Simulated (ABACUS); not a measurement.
Crystal: MoS2.

```xyz
3
Lattice="1.5855 0.9154 6.1150 -1.5855 0.9154 6.1150 0.0000 -1.8308 6.1150" Properties=species:S:1:pos:R:3 pbc="T T T"
Mo    0.0000    0.0000    0.0000
S     0.0000    0.0000    4.5862
S     0.0000    0.0000   13.7587
```

Measurements of this composition are mostly on another form, of space group No. 194.

| Item | Value |
| --- | --- |
| Program | ABACUS 3.10.1 |
| Task | single point |
| Functional | PBEsol |
| Potentials or basis | PseudoDojo NC SR 0.4.1 PBEsol standard |
| Cutoff | 1102 eV |
| Density cutoff | 4408 eV |
| Basis | plane waves |
| k mesh | 10 × 10 × 10 |
| Occupations | fermi-dirac, width 0.05 eV |
| Spin | no spin polarisation |

On this cell: pressure 2.9 GPa; largest force 0.770 eV/Å; band gap on the k mesh none (metal or under the smearing width).

The same run follows on a disturbed copy (atoms moved at random, drawn with an rms of 0.05 Å):

```
Mo S
1.0
     1.58550    0.91539    6.11500
    -1.58550    0.91539    6.11500
     0.00000   -1.83078    6.11500
Mo S
1 2
Direct
  0.00526 0.98847 0.00654
  0.24910 0.25717 0.23994
  0.74176 0.73264 0.76980
```

Q: What does the disturbed cell give?

A: The energy (extrapolated to zero smearing) moves by +14.4 meV/atom; pressure 3.8 GPa; largest force 1.366 eV/Å; band gap on the k mesh none (metal or under the smearing width).

Forces on the atoms (eV/Å):
```
Mo  -0.213 -0.052 -0.776
S    0.227 -0.369 -0.524
S   -0.014  0.420  1.300
```

Stress tensor (GPa, compression positive):
```
 3.65 -0.41 -1.09
-0.41  0.36  3.53
-1.09  3.53  7.54
```

Caveats: the cell's inner coordinates are idealised or old, which leaves forces on the atoms.
